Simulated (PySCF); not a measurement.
Geometries of 4 isomers of C4H9N, from PBE0-D3(BJ)/def2-SVP geometry optimisation, gas phase in PySCF. One conformer each, no zero-point energy, no frequencies.

Problem. Which isomer lies lowest at this level?
A.
```xyz
14
angstrom
C      1.883    0.523    0.066
N      0.871   -0.482    0.284
C     -0.338   -0.262   -0.436
C     -1.376    0.613    0.205
C     -1.594   -0.868    0.110
H      1.523    1.498    0.430
H      2.176    0.660   -0.998
H      2.791    0.274    0.637
H      1.235   -1.410    0.087
H     -0.270   -0.190   -1.536
H     -1.968    1.275   -0.432
H     -1.125    1.019    1.189
H     -1.489   -1.448    1.030
H     -2.338   -1.247   -0.594
```
B.
```xyz
14
angstrom
C      2.343    0.916    0.522
C      1.458   -0.080    0.481
C     -0.028    0.091    0.459
N     -0.620   -0.643   -0.634
C     -2.058   -0.592   -0.675
H      2.023    1.963    0.538
H      3.419    0.725    0.549
H      1.803   -1.121    0.450
H     -0.280    1.176    0.464
H     -0.446   -0.319    1.400
H     -0.223   -0.324   -1.515
H     -2.431   -1.143   -1.551
H     -2.487    0.435   -0.709
H     -2.476   -1.084    0.220
```
C.
```xyz
14
angstrom
C     -0.197   -1.158    0.120
C      1.141   -0.388    0.067
C      0.713    1.096    0.010
N     -0.646    1.125   -0.505
C     -1.267   -0.045    0.093
H     -0.302   -1.818   -0.755
H     -0.285   -1.797    1.012
H      1.714   -0.661   -0.832
H      1.788   -0.599    0.932
H      0.709    1.523    1.028
H      1.381    1.725   -0.597
H     -0.619    1.003   -1.517
H     -2.184   -0.326   -0.446
H     -1.568    0.210    1.125
```
D.
```xyz
14
angstrom
N      1.858    0.323   -0.594
C      0.634    0.373    0.152
C     -0.645    0.777   -0.602
C     -1.439   -0.169    0.319
C     -0.120   -0.895    0.640
H      1.798   -0.375   -1.333
H      2.640    0.056    0.000
H      0.780    1.055    1.008
H     -0.914    1.843   -0.639
H     -0.613    0.391   -1.635
H     -2.255   -0.756   -0.126
H     -1.835    0.360    1.200
H      0.054   -1.253    1.667
H      0.057   -1.731   -0.058
```

Solution. C. That is pyrrolidine (`C1CCNC1`), 11.9 kcal/mol below the next.

```json
{"SMILES": "C1CCNC1", "atoms numbered as above": "[CH2:1]1[CH2:2][CH2:3][NH:4][CH2:5]1", "E (Eh)": "-212.18472", "relative (kcal/mol)": "0.0", "relative (kJ/mol)": "0.0", "dipole (D)": "1.22"}
{"SMILES": "NC1CCC1", "atoms numbered as above": "[NH2:1][CH:2]1[CH2:3][CH2:4][CH2:5]1", "E (Eh)": "-212.16579", "relative (kcal/mol)": "11.9", "relative (kJ/mol)": "49.7", "dipole (D)": "1.18"}
{"SMILES": "CNC1CC1", "atoms numbered as above": "[CH3:1][NH:2][CH:3]1[CH2:4][CH2:5]1", "E (Eh)": "-212.15297", "relative (kcal/mol)": "19.9", "relative (kJ/mol)": "83.3", "dipole (D)": "0.91"}
{"SMILES": "C=CCNC", "atoms numbered as above": "[CH2:1]=[CH:2][CH2:3][NH:4][CH3:5]", "E (Eh)": "-212.15017", "relative (kcal/mol)": "21.7", "relative (kJ/mol)": "90.7", "dipole (D)": "0.83"}
```

As drawn, the highest has a C=C bond outside aromatic rings, which the lowest lacks.
